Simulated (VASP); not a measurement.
Write the native input for VASP 6.6.1 that does the following.

```
Task                   : single point
Functional             : PBEsol
Potentials or basis    : VASP PAW PBE potentials, release 64 (V_sv)
Cutoff                 : 520 eV
k mesh                 : 6 × 6 × 4
Occupations            : gaussian, width 0.1 eV
Spin                   : no spin polarisation
Dipole correction      : no
Further INCAR settings : ALGO = Fast; EDIFF = 1e-07; NBANDS = 26
```

The structure of V lies in POSCAR:

```
V
1.0
    4.1151126338      0.0000000000      0.0000000000
   -2.0575563169      3.5637920803      0.0000000000
    0.0000000000      0.0000000000      2.6480795262
V
3
Direct
    0.3333277810      0.0000000000      0.3333333333
    0.0000000000      0.3333277810      0.6666666667
    0.6666722190      0.6666722190      0.0000000000
```

The cell was built by a generator and needn't be a form met in nature.

One way to write it, as run:

INCAR

```
SYSTEM = V
  ALGO = Fast
  EDIFF = 1E-7
  ENCUT = 520
  GGA = PS
  ISIF = 2
  ISMEAR = 0
  LASPH = .TRUE.
  LCHARG = .TRUE.
  LELF = .TRUE.
  LREAL = .FALSE.
  LVHAR = .TRUE.
  LWAVE = .FALSE.
  NBANDS = 26
  NELM = 100
  PREC = Accurate
  SIGMA = 0.1
```

KPOINTS

```
k-points
0
G
  6 6 4
  0 0 0
```

Potentials or basis: VASP PAW PBE potentials, release 64 (V_sv).

Run with:

```console
$ cat potpaw_PBE.64/V_sv/POTCAR > POTCAR
$ mpirun -np 1 vasp_std > vasp.out
```

Results of the run:

```yaml
Pressure: 0.2 GPa
Band_gap_on_the_k_mesh: none (metal or under the smearing width)
```

Caveat: the k mesh is coarse (spacing up to 0.59 Å⁻¹), so the values aren't converged; the PAW data sets were made with another functional, which shifts forces and pressure a little.

Run time: 19 s on 1 thread of Intel(R) Xeon(R) Platinum 8488C (Sapphire Rapids), with other jobs on the host, peak memory 0.15 GiB.
